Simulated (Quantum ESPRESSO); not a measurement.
# Al in Quantum ESPRESSO: work function with PBE

Aim: the work function of Al with PBE.

All numbers are computed with Quantum ESPRESSO 7.5; they aren't measurements. Logs are shortened: lines on timing, memory, paths and dates and some standing lists are left out, and cuts for length are marked.

## (1) Starting point

The cell holds a slab with vacuum, 7 atoms: a = 2.827 Å, b = 2.827 Å, c = 28.779 Å, α = 90.00°, β = 90.00°, γ = 120.00°.

## (2) Work function, PBE

File pw.in:

```
&CONTROL
  calculation = 'scf'
  prefix = 'pwscf'
  outdir = './tmp'
  pseudo_dir = './pseudo'
  tprnfor = .true.
  disk_io = 'low'
/
&SYSTEM
  ibrav = 0
  celldm(1) = 8
  nat = 7
  ntyp = 1
  ecutwfc = 40
  nbnd = 17
  occupations = 'smearing'
  smearing = 'fd'
  degauss = 0.00367493
/
&ELECTRONS
  conv_thr = 7d-09
  electron_maxstep = 150
  mixing_beta = 0.3
  mixing_mode = 'local-TF'
/
ATOMIC_SPECIES
Al    26.9815 Al.upf
CELL_PARAMETERS alat
  0.6678001636174  -0.0000000000000   0.0000000000000
 -0.3339000818113   0.5783319063456   0.0000000000000
  0.0000000000000   0.0000000000000   6.7980510621127
ATOMIC_POSITIONS crystal
Al     0.3333333300    0.6666666600    0.2606067865
Al     0.0000000000    0.0000000000    0.3404045243
Al     0.6666666700    0.3333333400    0.4202022622
Al     0.0000000000    0.0000000000    0.5000000000
Al     0.3333333300    0.6666666600    0.5797977378
Al     0.0000000000    0.0000000000    0.6595954757
Al     0.6666666700    0.3333333400    0.7393932135
K_POINTS automatic
11 11 1 0 0 0
```

File pp_density.in:

```
&INPUTPP
  prefix = 'pwscf'
  outdir = './tmp'
  filplot = 'density.dat'
  plot_num = 0
/
&PLOT
  nfile = 1
  filepp(1) = 'density.dat'
  iflag = 3
  output_format = 6
  fileout = 'density.cube'
/
```

File pp_potential.in:

```
&INPUTPP
  prefix = 'pwscf'
  outdir = './tmp'
  filplot = 'potential.dat'
  plot_num = 11
/
&PLOT
  nfile = 1
  filepp(1) = 'potential.dat'
  iflag = 3
  output_format = 6
  fileout = 'potential.cube'
/
```

File pp_elf.in:

```
&INPUTPP
  prefix = 'pwscf'
  outdir = './tmp'
  filplot = 'elf.dat'
  plot_num = 8
/
&PLOT
  nfile = 1
  filepp(1) = 'elf.dat'
  iflag = 3
  output_format = 6
  fileout = 'elf.cube'
/
```

Potentials or basis: PseudoDojo 0.4.1 SR PBE standard.

Launch:

```console
$ OMP_NUM_THREADS=1 pw.x -in pw.in > pw.out
$ OMP_NUM_THREADS=1 pp.x -in pp_density.in > pp_density.out
$ OMP_NUM_THREADS=1 pp.x -in pp_potential.in > pp_potential.out
$ OMP_NUM_THREADS=1 pp.x -in pp_elf.in > pp_elf.out
```

pw.out:

```text
This program is part of the open-source Quantum ESPRESSO suite
     for quantum simulation of materials; please cite
[... 9 lines left out ...]
     --------------------
     sticks:   dense  smooth     PW     G-vecs:    dense   smooth      PW
     Sum         313     313     97                46023    46023    7947

     Using Slab Decomposition

     bravais-lattice index     =            0
     lattice parameter (alat)  =       8.0000  a.u.
     unit-cell volume          =    1344.2438 (a.u.)^3
     number of atoms/cell      =            7
     number of atomic types    =            1
     number of electrons       =        21.00
     number of Kohn-Sham states=           17
     kinetic-energy cutoff     =      40.0000  Ry
     charge density cutoff     =     160.0000  Ry
     scf convergence threshold =      7.0E-09
     mixing beta               =       0.3000
     number of iterations used =            8  local-TF  mixing
     Exchange-correlation= PBE
                           (   1   4   3   4   0   0   0)

     celldm(1)=   8.000000  celldm(2)=   0.000000  celldm(3)=   0.000000
     celldm(4)=   0.000000  celldm(5)=   0.000000  celldm(6)=   0.000000

     crystal axes: (cart. coord. in units of alat)
               a(1) = (   0.667800  -0.000000   0.000000 )
               a(2) = (  -0.333900   0.578332   0.000000 )
               a(3) = (   0.000000   0.000000   6.798051 )

     reciprocal axes: (cart. coord. in units 2 pi/alat)
               b(1) = (  1.497454  0.864555 -0.000000 )
               b(2) = (  0.000000  1.729111 -0.000000 )
               b(3) = ( -0.000000 -0.000000  0.147101 )

     PseudoPot. # 1 for Al read from file:
     Al.upf
     Pseudo is Norm-conserving + core correction, Zval =  3.0
     Generated using ONCVPSP code by D. R. Hamann
     Using radial grid of 1876 points,  6 beta functions with:
                l(1) =   0
                l(2) =   0
                l(3) =   1
                l(4) =   1
                l(5) =   2
                l(6) =   2

     atomic species   valence    mass     pseudopotential
     Al                3.00    26.98150     Al( 1.00)

     12 Sym. Ops., with inversion, found

   Cartesian axes

     site n.     atom                  positions (alat units)
         1        Al     tau(   1) = (  -0.0000000   0.3855546   1.7716182  )
         2        Al     tau(   2) = (   0.0000000   0.0000000   2.3140873  )
         3        Al     tau(   3) = (   0.3339001   0.1927773   2.8565564  )
         4        Al     tau(   4) = (   0.0000000   0.0000000   3.3990255  )
         5        Al     tau(   5) = (  -0.0000000   0.3855546   3.9414946  )
         6        Al     tau(   6) = (   0.0000000   0.0000000   4.4839637  )
         7        Al     tau(   7) = (   0.3339001   0.1927773   5.0264328  )

     number of k points=    16  Fermi-Dirac smearing, width (Ry)=  0.0037
                       cart. coord. in units 2pi/alat
        k(    1) = (   0.0000000   0.0000000   0.0000000), wk =   0.0165289
        k(    2) = (   0.0000000   0.1571919   0.0000000), wk =   0.0991736
        k(    3) = (   0.0000000   0.3143838   0.0000000), wk =   0.0991736
        k(    4) = (   0.0000000   0.4715757   0.0000000), wk =   0.0991736
        k(    5) = (   0.0000000   0.6287676   0.0000000), wk =   0.0991736
        k(    6) = (   0.0000000   0.7859595   0.0000000), wk =   0.0991736
[... 8 lines left out ...]
        k(   15) = (   0.4083965   0.7073635   0.0000000), wk =   0.0991736
        k(   16) = (   0.4083965   0.8645554   0.0000000), wk =   0.0991736

     Dense  grid:    46023 G-vectors     FFT dimensions: (  24,  24, 225)

     Initial potential from superposition of free atoms

     starting charge      20.9829, renormalised to      21.0000

     negative rho (up, down):  1.389E-05 0.000E+00
     Starting wfcs are   28 randomized atomic wfcs

     Self-consistent Calculation

     iteration #  1     ecut=    40.00 Ry     beta= 0.30
     Davidson diagonalization with overlap
     ethr =  1.00E-02,  avg # of iterations =  4.4

     total energy              =     -32.40847857 Ry
     estimated scf accuracy    <       0.72859534 Ry

     iteration #  2     ecut=    40.00 Ry     beta= 0.30
     Davidson diagonalization with overlap
     ethr =  3.47E-03,  avg # of iterations =  1.0

     total energy              =     -32.36643670 Ry
     estimated scf accuracy    <       0.46939918 Ry

     iteration #  3     ecut=    40.00 Ry     beta= 0.30
     Davidson diagonalization with overlap
     ethr =  2.24E-03,  avg # of iterations =  2.4

     total energy              =     -32.38869012 Ry
     estimated scf accuracy    <       0.01712069 Ry

     iteration #  4     ecut=    40.00 Ry     beta= 0.30
     Davidson diagonalization with overlap
     c_bands:  1 eigenvalues not converged
     ethr =  8.15E-05,  avg # of iterations =  8.6

     total energy              =     -32.38988986 Ry
     estimated scf accuracy    <       0.01283587 Ry

     iteration #  5     ecut=    40.00 Ry     beta= 0.30
     Davidson diagonalization with overlap
     ethr =  6.11E-05,  avg # of iterations =  1.5

     total energy              =     -32.38874987 Ry
     estimated scf accuracy    <       0.00997510 Ry

     iteration #  6     ecut=    40.00 Ry     beta= 0.30
     Davidson diagonalization with overlap
     ethr =  4.75E-05,  avg # of iterations =  3.8

     total energy              =     -32.38805421 Ry
     estimated scf accuracy    <       0.00525742 Ry

     iteration #  7     ecut=    40.00 Ry     beta= 0.30
     Davidson diagonalization with overlap
     ethr =  2.50E-05,  avg # of iterations =  2.4

     negative rho (up, down):  2.276E-03 0.000E+00

     total energy              =     -32.38791255 Ry
     estimated scf accuracy    <       0.00530823 Ry

     iteration #  8     ecut=    40.00 Ry     beta= 0.30
     Davidson diagonalization with overlap
     ethr =  2.50E-05,  avg # of iterations =  1.9

     negative rho (up, down):  7.315E-03 0.000E+00

     total energy              =     -32.38757741 Ry
     estimated scf accuracy    <       0.00249320 Ry

     iteration #  9     ecut=    40.00 Ry     beta= 0.30
     Davidson diagonalization with overlap
     ethr =  1.19E-05,  avg # of iterations =  3.9

     negative rho (up, down):  6.804E-03 0.000E+00

     total energy              =     -32.38770812 Ry
     estimated scf accuracy    <       0.00085824 Ry

     iteration # 10     ecut=    40.00 Ry     beta= 0.30
     Davidson diagonalization with overlap
     c_bands:  1 eigenvalues not converged
     ethr =  4.09E-06,  avg # of iterations =  6.0

     negative rho (up, down):  8.149E-04 0.000E+00

     total energy              =     -32.38767439 Ry
     estimated scf accuracy    <       0.00118006 Ry

     iteration # 11     ecut=    40.00 Ry     beta= 0.30
     Davidson diagonalization with overlap
     ethr =  4.09E-06,  avg # of iterations =  4.0

     negative rho (up, down):  2.485E-04 0.000E+00

     total energy              =     -32.38777439 Ry
     estimated scf accuracy    <       0.00021322 Ry

     iteration # 12     ecut=    40.00 Ry     beta= 0.30
     Davidson diagonalization with overlap
     ethr =  1.02E-06,  avg # of iterations =  3.1

     negative rho (up, down):  4.173E-05 0.000E+00

     total energy              =     -32.38777057 Ry
     estimated scf accuracy    <       0.00004338 Ry

     iteration # 13     ecut=    40.00 Ry     beta= 0.30
     Davidson diagonalization with overlap
     ethr =  2.07E-07,  avg # of iterations =  2.9

     negative rho (up, down):  3.348E-05 0.000E+00

     total energy              =     -32.38777217 Ry
     estimated scf accuracy    <       0.00001081 Ry

     iteration # 14     ecut=    40.00 Ry     beta= 0.30
     Davidson diagonalization with overlap
     ethr =  5.15E-08,  avg # of iterations =  2.3

     negative rho (up, down):  1.315E-05 0.000E+00

     total energy              =     -32.38777282 Ry
     estimated scf accuracy    <       0.00000017 Ry

     iteration # 15     ecut=    40.00 Ry     beta= 0.30
     Davidson diagonalization with overlap
     ethr =  8.27E-10,  avg # of iterations =  4.5

     negative rho (up, down):  2.068E-06 0.000E+00

     total energy              =     -32.38777291 Ry
     estimated scf accuracy    <       0.00000042 Ry

     iteration # 16     ecut=    40.00 Ry     beta= 0.30
     Davidson diagonalization with overlap
     ethr =  8.27E-10,  avg # of iterations =  1.9

     total energy              =     -32.38777290 Ry
     estimated scf accuracy    <       0.00000032 Ry

     iteration # 17     ecut=    40.00 Ry     beta= 0.30
     Davidson diagonalization with overlap
     ethr =  8.27E-10,  avg # of iterations =  1.1

     negative rho (up, down):  1.959E-07 0.000E+00

     total energy              =     -32.38777295 Ry
     estimated scf accuracy    <       0.00000011 Ry

     iteration # 18     ecut=    40.00 Ry     beta= 0.30
     Davidson diagonalization with overlap
     ethr =  5.37E-10,  avg # of iterations =  1.1

     total energy              =     -32.38777308 Ry
     estimated scf accuracy    <       0.00000006 Ry

     iteration # 19     ecut=    40.00 Ry     beta= 0.30
     Davidson diagonalization with overlap
     ethr =  2.70E-10,  avg # of iterations =  3.0

     End of self-consistent calculation

          k = 0.0000 0.0000 0.0000 (  5845 PWs)   bands (ev):

    -8.3505  -7.9703  -7.3288  -6.4577  -5.3645  -4.0476  -2.4760  -1.0217
     0.8840   2.7813   4.6066   6.0457   6.6558   7.7520   7.8264   9.8305
     9.8546

          k = 0.0000 0.1572 0.0000 (  5799 PWs)   bands (ev):

    -8.1468  -7.7671  -7.1263  -6.2564  -5.1644  -3.8488  -2.2773  -0.8309
     1.0742   2.9681   4.7916   6.2336   6.8560   7.9329   8.0188   9.9715
    10.0084

          k = 0.0000 0.3144 0.0000 (  5769 PWs)   bands (ev):

    -7.5376  -7.1593  -6.5208  -5.6542  -4.5660  -3.2548  -1.6851  -0.2598
     1.6384   3.5143   5.3168   6.6849   7.4266   7.5619   7.8241   8.3469
     8.5866

          k = 0.0000 0.4716 0.0000 (  5755 PWs)   bands (ev):

    -6.5281  -6.1522  -5.5175  -4.6570  -3.5756  -2.2737  -0.7156   0.6858
     2.5144   4.0016   4.4417   4.8650   5.2054   5.9989   6.5261   7.0203
     7.8518

          k = 0.0000 0.6288 0.0000 (  5722 PWs)   bands (ev):

    -5.1274  -4.7550  -4.1261  -3.2761  -2.2077  -0.9334   0.4710   1.4892
     1.6509   1.9100   2.4970   3.1842   4.0111   4.2834   5.4448   5.9194
     6.9424

          k = 0.0000 0.7860 0.0000 (  5734 PWs)   bands (ev):

    -3.3496  -2.9830  -2.3652  -1.5573  -1.2251  -0.8650  -0.6333  -0.0109
     0.6425   0.8294   1.8412   2.5350   3.0131   3.8021   4.5719   5.6458
     5.9033

          k = 0.1361 0.2358 0.0000 (  5799 PWs)   bands (ev):

    -7.7404  -7.3616  -6.7223  -5.8546  -4.7651  -3.4524  -1.8818  -0.4500
     1.4518   3.3362   5.1513   6.5887   7.2512   8.2286   8.3801   9.2788
     9.4047

          k = 0.1361 0.3930 0.0000 (  5770 PWs)   bands (ev):

    -6.9310  -6.5541  -5.9179  -5.0548  -3.9706  -2.6646  -1.0996   0.3093
     2.1881   4.0170   5.6993   5.9245   6.4374   6.9598   7.4021   7.6379
     8.0716

          k = 0.1361 0.5502 0.0000 (  5730 PWs)   bands (ev):

    -5.7259  -5.3519  -4.7204  -3.8653  -2.7903  -1.4991   0.0325   1.4267
     2.7064   3.0826   3.6880   3.8311   4.7005   5.3147   5.7139   6.7741
     6.9434

          k = 0.1361 0.7074 0.0000 (  5715 PWs)   bands (ev):

    -4.1361  -3.7665  -3.1425  -2.3041  -1.2549  -0.1026   0.0725   0.6879
     1.1461   1.5491   2.2430   2.9998   3.1083   4.3220   4.9045   5.6463
     6.4163

          k = 0.1361 0.8646 0.0000 (  5730 PWs)   bands (ev):

    -2.2163  -2.1449  -1.8347  -1.8121  -1.2871  -1.1472  -0.6498  -0.0133
     0.6477   0.7821   2.1065   2.1247   3.5087   3.6977   4.8306   4.9686
     6.1045

          k = 0.2723 0.4716 0.0000 (  5735 PWs)   bands (ev):

    -5.9260  -5.5515  -4.9192  -4.0626  -2.9857  -1.6907  -0.1446   1.2489
     3.0201   4.4100   4.8228   4.9001   5.1938   5.4798   5.5951   5.8760
     6.2784

          k = 0.2723 0.6288 0.0000 (  5741 PWs)   bands (ev):

    -4.5315  -4.1607  -3.5344  -2.6894  -1.6271  -0.3642   1.0137   2.0484
     2.2120   2.4479   3.0566   3.6788   3.8632   4.1691   4.5408   4.9054
     5.2187

          k = 0.2723 0.7860 0.0000 (  5721 PWs)   bands (ev):

    -2.7620  -2.3974  -1.7834  -0.9857  -0.6489  -0.2910  -0.0711   0.5642
     1.2088   1.3736   2.3640   2.8681   3.3714   3.6924   4.0357   4.3742
     4.8105

          k = 0.4084 0.7074 0.0000 (  5723 PWs)   bands (ev):

    -2.9566  -2.5908  -1.9736  -1.1527  -0.1301   0.9278   1.1170   1.3101
     1.6206   1.9538   2.0829   2.4213   2.7184   2.8584   3.8931   4.1544
     4.1627

          k = 0.4084 0.8646 0.0000 (  5712 PWs)   bands (ev):

    -1.0572  -0.9867  -0.6839  -0.6591  -0.1465  -0.0077   0.4298   1.0369
     1.1534   1.3843   1.5022   1.8993   2.4094   2.8838   3.1269   3.4774
     4.3724

     the Fermi energy is     2.9489 ev

!    total energy              =     -32.38777305 Ry
     estimated scf accuracy    <          2.9E-09 Ry
     smearing contrib. (-TS)   =      -0.00237401 Ry
     internal energy E=F+TS    =     -32.38539904 Ry

     The total energy is F=E-TS. E is the sum of the following terms:
     one-electron contribution =    -377.04282554 Ry
     hartree contribution      =     194.95958742 Ry
     xc contribution           =     -15.13276047 Ry
     ewald contribution        =     164.83059955 Ry

     convergence has been achieved in  19 iterations

     Forces acting on atoms (cartesian axes, Ry/au):

     atom    1 type  1   force =     0.00000000   -0.00000000   -0.00597185
     atom    2 type  1   force =     0.00000000   -0.00000000   -0.00076534
     atom    3 type  1   force =     0.00000000   -0.00000000   -0.00015385
     atom    4 type  1   force =     0.00000000    0.00000000    0.00000000
     atom    5 type  1   force =     0.00000000    0.00000000    0.00015385
     atom    6 type  1   force =    -0.00000000    0.00000000    0.00076534
     atom    7 type  1   force =     0.00000000    0.00000000    0.00597185

     Total force =     0.008517     Total SCF correction =     0.000076

=------------------------------------------------------------------------------=
   JOB DONE.
=------------------------------------------------------------------------------=
```

Wall time 76 s (1 thread of AMD EPYC (Zen 3), shared host); peak memory 0.12 GiB.

Results:

```
Free energy                     : -440.6581 eV
Largest force                   : 0.154 eV/Å
Band gap on the k mesh          : none (metal or under the smearing width)
Work function of the upper face : 3.99 eV
Work function of the lower face : 3.99 eV
```

Forces in eV/Å, atoms in the order of the input:
```
Al   0.000  0.000 -0.154
Al   0.000  0.000 -0.020
Al   0.000  0.000 -0.004
Al   0.000  0.000  0.000
Al   0.000  0.000  0.004
Al   0.000  0.000  0.020
Al   0.000  0.000  0.154
```
